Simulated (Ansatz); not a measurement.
Crystal: SnO2 (Cassiterite).

```
CELL_PARAMETERS angstrom
4.73800 0.00000 0.00000
0.00000 4.73800 0.00000
0.00000 0.00000 3.18650
ATOMIC_POSITIONS crystal
Sn 0.50000 0.50000 0.50000
Sn 0.00000 0.00000 0.00000
O 0.80710 0.19290 0.50000
O 0.69290 0.69290 0.00000
O 0.19290 0.80710 0.50000
O 0.30710 0.30710 0.00000
```

Base run:

```yaml
Program: Ansatz 0.2.0
Functional: PBE
Potentials_or_basis: Ansatz PAW
Cutoff: "420 eV (not typed: the program's choice for these potentials)"
k_mesh: 4 × 4 × 6
Occupations: fermi-dirac, width 0.05 eV
Spin: no spin polarisation
```

Its results: band gap on the k mesh 1.28 eV, direct; pressure 11.1 GPa; largest force 0.275 eV/Å.

The run is repeated on the same cell with these changes: functional from PBE to BPBE; k mesh from 4 × 4 × 6 to 6 × 6 × 8. What comes out?

Band gap on the k mesh 1.28 eV, direct; pressure 10.6 GPa; largest force 0.271 eV/Å.

Several settings changed at once, so the effect can't be laid on one alone.

Caveats: spin-orbit coupling is left out, which moves the levels of the heavy elements; the PAW data sets come from PBE, with cores solved anew for the run's functional, which leaves a small shift of forces and pressure (some runs).
